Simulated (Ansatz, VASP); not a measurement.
One calculation of W, two programs

File INCAR:

```
PREC = Accurate
ENCUT = 520
EDIFF = 1E-7
ISMEAR = -1
SIGMA = 0.1
LREAL = False
LASPH = True
NELM = 60
ALGO = Normal
ISIF = 2
LWAVE = False
LCHARG = False
GGA = PS
NBANDS = 13
```

KPOINTS

```
regular mesh
0
Gamma
  16 16 16
```

File POSCAR:

```
W
1.0
    2.3708964895      0.0000000000      0.0000000000
    0.0000000000      2.3708964895      0.0000000000
    0.0000000000      0.0000000000      2.3708964895
W
1
Direct
    0.0000000000      0.0000000000      0.0000000000
```

Input for Ansatz:

```yaml
crystal:
  lattice:
    - [2.3708964895, 0.0, 0.0]
    - [0.0, 2.3708964895, 0.0]
    - [0.0, 0.0, 2.3708964895]
  atoms:
    - { symbol: W, position: [0.0, 0.0, 0.0] }
kpoints:
  mp_grid: { grid: [16, 16, 16] }
scf:
  occupations: { method: fermi_dirac, width: 0.1 }
hamiltonian:
  xc: pbesol
  pseudopotentials: { kind: all_electron, lapw: { basis_error: 0.001 } }
output:
  forces: true
  stress: true
  eigenvalues: true
  populations: true
```

Change from the starting cell: volume scaled by 0.75, LAPW.

Alike in both runs: task single point; functional PBEsol; k mesh 16 × 16 × 16; occupations fermi-dirac, width 0.1 eV; no spin polarisation.

|  | VASP | Ansatz |
| --- | --- | --- |
| version | VASP 6.6.1 | Ansatz 0.2.0 |
| potentials or method | VASP PAW PBE potentials, release 64 (W_sv) | all-electron LAPW, scalar-relativistic |
| plane-wave cutoff (eV) | 520 | see its input |

|  | VASP | Ansatz | Ansatz less VASP |
| --- | --- | --- | --- |
| pressure (GPa) | 126.0 | 120.5 | -5.48 |

Ansatz ran all-electron here, so the differences hold the error of VASP's frozen core and of both bases.

Caveats: the cell as given lies far from equilibrium; so large a pressure means that the cell lies far from this level's equilibrium, or that cutoff or potentials fall short (VASP); the potentials were made for another functional, which shifts forces and pressure (VASP). The runs have no spin-orbit coupling, so splittings on W are missing.
